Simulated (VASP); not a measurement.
# Sn (Immm) in VASP: notebook

One crystal, Sn, is run at these levels: PBE; tasks: single point.

All numbers are computed with VASP 6.6.1; they aren't measurements. Logs are shortened: lines on timing, memory, paths and dates and some standing lists are left out, and cuts for length are marked.

**1. The structure**

It takes space group Immm (No. 71, orthorhombic). The conventional cell has a = 3.453 Å, b = 3.551 Å, c = 4.677 Å, α = 90.00°, β = 90.00°, γ = 90.00°. Sn (site symmetry mmm) is surrounded by 12 Sn at 3.41 to 3.55 Å.

This isn't the form of Sn at room conditions, which is tetragonal (white tin).

**2. Single point, PBE**

INCAR

```
SYSTEM = Sn
ADDGRID = .FALSE.
ALGO = Normal
EDIFF = 1E-5
ENCUT = 450
GGA = PE
ISIF = 2
ISMEAR = 1
LASPH = .TRUE.
LCHARG = .FALSE.
LREAL = .FALSE.
LWAVE = .FALSE.
NELM = 100
PREC = Accurate
SIGMA = 0.2
```

KPOINTS

```
k-points
0
G
  12 12 12
  0 0 0
```

POSCAR

```
Sn
1.0
   -1.6810770000      1.7214010000      2.3373330000
    1.7271670000     -1.7623000000      2.4024190000
    1.7145940000      1.7948920000     -2.3683880000
Sn
1
Direct
    0.0245380000     -0.0183670000      0.0024320000
```

Potentials or basis: VASP PAW PBE potentials, release 64 (Sn).

Launch:

```bash
> cat potpaw_PBE.64/Sn/POTCAR > POTCAR
> mpirun -np 1 vasp_std > vasp.out
```

OUTCAR:

```text
SYSTEM = Sn
   EDIFF = 1E-5
   ENCUT = 450
   GGA = PE
   ISIF = 2
   ISMEAR = 1
   LASPH = .TRUE.
   LREAL = .FALSE.
   NELM = 100
   PREC = Accurate

 Found    868 irreducible k-points:

 Following reciprocal coordinates:
            Coordinates               Weight
  0.000000  0.000000  0.000000      1.000000
  0.083333  0.000000  0.000000      2.000000
  0.166667  0.000000  0.000000      2.000000
  0.250000  0.000000  0.000000      2.000000
  0.333333  0.000000  0.000000      2.000000
  0.416667  0.000000  0.000000      2.000000
   k-points           NKPTS =    868   k-points in BZ     NKDIM =    868   number of bands    NBANDS=      6
   number of dos      NEDOS =    301   number of ions     NIONS =      1
   total plane-waves  NPLWV =  13824
   dimension x,y,z NGX =    24 NGY =   24 NGZ =   24
   dimension x,y,z NGXF=    48 NGYF=   48 NGZF=   48
   ions per type =               1
   NGX,Y,Z   is equivalent  to a cutoff of  11.89, 11.59, 11.63 a.u.
   NGXF,Y,Z  is equivalent  to a cutoff of  23.79, 23.17, 23.26 a.u.
 SYSTEM =  Sn
   PREC   = accura    normal or accurate (medium, high low for compatibility)
   ISTART =      0    job   : 0-new  1-cont  2-samecut
   ICHARG =      2    charge: 1-file 2-atom 10-const
   ISPIN  =      1    spin polarized calculation?
   LNONCOLLINEAR =      F non collinear calculations
   LSORBIT =      F    spin-orbit coupling
   LASPH  =      T    aspherical Exc in radial PAW
   ENCUT  =  450.0 eV  33.07 Ry    5.75 a.u.   5.80  5.96  5.93*2*pi/ulx,y,z
   NELM   =    100;   NELMIN=  2; NELMDL= -5     # of ELM steps
   EDIFF  = 0.1E-04   stopping-criterion for ELM
   LREAL  =      F    real-space projection
   EDIFFG = 0.1E-03   stopping-criterion for IOM
   NSW    =      0    number of steps for IOM
   IBRION =     -1    ionic relax: 0-MD 1-quasi-New 2-CG
   NFREE  =      0    steps in history (QN), initial steepest desc. (CG)
   ISIF   =      2    stress and relaxation
   ISYM   =      2    0-nonsym 1-usesym 2-fastsym
   POTIM  = 0.5000    time-step for ionic-motion
   TEBEG  =    0.0;   TEEND  =   0.0 temperature during run
   PSTRESS=    0.0 pullay stress
   NELECT =       4.0000    total number of electrons
   NUPDOWN=      -1.0000    fix difference up-down
   EMIN   =  10.00;   EMAX   =-10.00  energy-range for DOS
   EFERMI =   0.00;   METHOD = LEGACY
   ISMEAR =     1;   SIGMA  =   0.20  broadening in eV -4-tet -1-fermi 0-gaus
   EFERMI_NEDOS =   21; number of points for ismear=-14 and -15
   IALGO  =     38    algorithm
   IMIX   =      4    mixing-type and parameters
     AMIX     =   0.40;   BMIX     =  1.00
     AMIX_MAG =   1.60;   BMIX_MAG =  1.00
  volume/ion in A,a.u.               =      28.67       193.50
  Fermi-wavevector in a.u.,A,eV,Ry     =   0.849055  1.604482  9.808370  0.720895
  Thomas-Fermi vector in A             =   1.964816
   LORBIT       =      0    0 simple, 1 ext, 2 COOP (PROOUT), +10 PAW based schemes
   GGA     = PE    functional components
   LHFCALC =     F    Hartree Fock is set to
   AEXX    =    0.0000 exact exchange contribution
   IVDW    =     0    specifies the selected vdW correction
   LEPSILON=     F    determine dielectric tensor
   LRPA    =     F    only Hartree local field effects (RPA)
 non-spin polarized calculation
 Methfessel and Paxton  Order N= 1 SIGMA  =   0.20
  energy-cutoff  :      450.00
  volume of cell :       28.67
 maximum number of plane-waves:       636
   NGX = 11   NGY = 11   NGZ = 11

 number of electron       4.0000000 magnetization

 Free energy of the ion-electron system (eV)
  ---------------------------------------------------
  ext. energy  EPLUGINS =         0.00000000
  ---------------------------------------------------
  free energy    TOTEN  =        -3.76457992 eV

  energy without entropy =       -3.76390094  energy(sigma->0) =       -3.76435359

 E-fermi :   4.9322     XC(G=0):  -9.9666

 val. band max:        4.9305900416   @ k =   0.2500  -0.1667   0.3333
 cond. band min:       4.9415028046   @ k =  -0.2500  -0.1667   0.4167
 fundamental gap:      0.0109127630
 Fermi energy:         4.9322168767

 k-point     1 :       0.0000    0.0000    0.0000
  band No.  band energies     occupation
      1      -5.8273      2.00000
      2      11.8338      0.00000
      3      12.2027      0.00000
      4      12.5653      0.00000
      5      15.5970      0.00000
      6      15.7598      0.00000

 k-point     2 :       0.0833    0.0000    0.0000
  band No.  band energies     occupation
      1      -5.6899      2.00000
      2      10.8758      0.00000
      3      11.7142      0.00000
      4      12.2081      0.00000
      5      14.8646      0.00000
      6      16.1489      0.00000

 k-point     3 :       0.1667    0.0000    0.0000
  band No.  band energies     occupation
      1      -5.2781      2.00000
      2       8.3924     -0.00000
      3      11.3961      0.00000
      4      11.6471      0.00000
      5      14.4548      0.00000
      6      16.7791      0.00000

 k-point     4 :       0.2500    0.0000    0.0000
  band No.  band energies     occupation
      1      -4.5954      2.00000
      2       5.8817     -0.00000
      3      11.0371      0.00000
      4      11.1076      0.00000
      5      14.2318      0.00000
      6      16.1835      0.00000

 k-point     5 :       0.3333    0.0000    0.0000
  band No.  band energies     occupation
      1      -3.6568      2.00000
      2       3.5789      2.00000
      3      10.5865      0.00000
      4      10.8418      0.00000
      5      14.1875      0.00000
      6      15.5099      0.00000

 k-point     6 :       0.4167    0.0000    0.0000
  band No.  band energies     occupation
      1      -2.5347      2.00000
      2       1.6208      2.00000
      3      10.2843      0.00000
      4      10.6944      0.00000
      5      14.3097      0.00000
      6      15.0784      0.00000

 [... further k-points ...]

------------------------ aborting loop because EDIFF is reached ----------------------------------------

  FORCE on cell =-STRESS in cart. coord.  units (eV):
  Direction    XX          YY          ZZ          XY          YZ          ZX
  --------------------------------------------------------------------------------------
  -------------------------------------------------------------------------------------
  Total       -0.1936733     -0.2323698     -0.2816099      0.0352114     -0.0503000      0.0294568
  in kB      -10.8219068    -12.9841549    -15.7355490      1.9675094     -2.8106216      1.6459608
  external PRESSURE =     -13.1805369 kB  Pullay stress =       0.0000000 kB

 VOLUME and BASIS-vectors are now :
 -----------------------------------------------------------------------------
  energy-cutoff  :      450.00
  volume of cell :       28.67
      direct lattice vectors                 reciprocal lattice vectors
    -1.681077000  1.721401000  2.337333000    -0.004822354  0.286321943  0.213499049
     1.727167000 -1.762300000  2.402419000     0.288499269 -0.000911461  0.208168231
     1.714594000  1.794892000 -2.368388000     0.287885548  0.281643047 -0.000369160

 POSITION                                       TOTAL-FORCE (eV/Angst)
 -----------------------------------------------------------------------------------
      1.65836     -1.68333      2.40989         0.000000      0.000000      0.000000
 -----------------------------------------------------------------------------------
    total drift:                               -0.000000      0.000000      0.000000

  FREE ENERGIE OF THE ION-ELECTRON SYSTEM (eV)
  ---------------------------------------------------
  free  energy   TOTEN  =        -3.7645799184 eV

  energy  without entropy=       -3.7639009442  energy(sigma->0) =       -3.76435359
```

stdout:

```text
POSCAR found type information on POSCAR Sn
 POSCAR found :  1 types and       1 ions
 scaLAPACK will be used
 LDA part: xc-table for (Slater+PW92), standard interpolation
 POSCAR, INCAR and KPOINTS ok, starting setup
 FFT: planning ... GRIDC
 FFT: planning ... GRID_SOFT
 FFT: planning ... GRID
 WAVECAR not read
 entering main loop
```

Wall time 24 s (1 thread of Intel Xeon 6975P-C (Granite Rapids), shared host); peak memory 0.25 GiB.

These settings aren't checked as converged: the numbers below hold their error.

Results:

| Item | Value |
| --- | --- |
| Free energy | -3.7646 eV |
| Pressure | -1.3 GPa |
| Band gap on the k mesh | none (metal or under the smearing width) |

**3. Single point, PBE**

Changes to INCAR since step 2:

```diff
@@ -3,3 +3,3 @@
 ALGO = Normal
-EDIFF = 1E-5
+EDIFF = 1E-6
 ENCUT = 450
```

KPOINTS is that of step 2.

POSCAR

```
Sn
1.0
   -1.7265390000      1.7755470000      2.3383420000
    1.7265390000     -1.7755470000      2.3383420000
    1.7265390000      1.7755470000     -2.3383420000
Sn
1
Direct
    0.0000000000      0.0000000000      0.0000000000
```

Potentials or basis: VASP PAW PBE potentials, release 64 (Sn).

Launch:

```bash
> cat potpaw_PBE.64/Sn/POTCAR > POTCAR
> mpirun -np 1 vasp_std > vasp.out
```

Wall time 11 s (1 thread of Intel Xeon 6975P-C (Granite Rapids), shared host); peak memory 0.17 GiB.

The run converged, but some of its settings lie outside the range that counts as converged, so its numbers aren't taken as properties of the crystal.

What came out:

```
Free energy            : -3.7642 eV
Pressure               : -1.3 GPa
Band gap on the k mesh : none (metal or under the smearing width)
```

**4. The reference run**

An earlier run on the cell as given: functional PBE; potentials or basis VASP PAW PBE potentials, release 64 (Sn_d); cutoff 520 eV; k mesh 11 × 11 × 11; occupations fermi-dirac, width 0.05 eV; no spin polarisation.

* Pressure: -1.1 GPa
* Band gap on the k mesh: none (metal or under the smearing width)
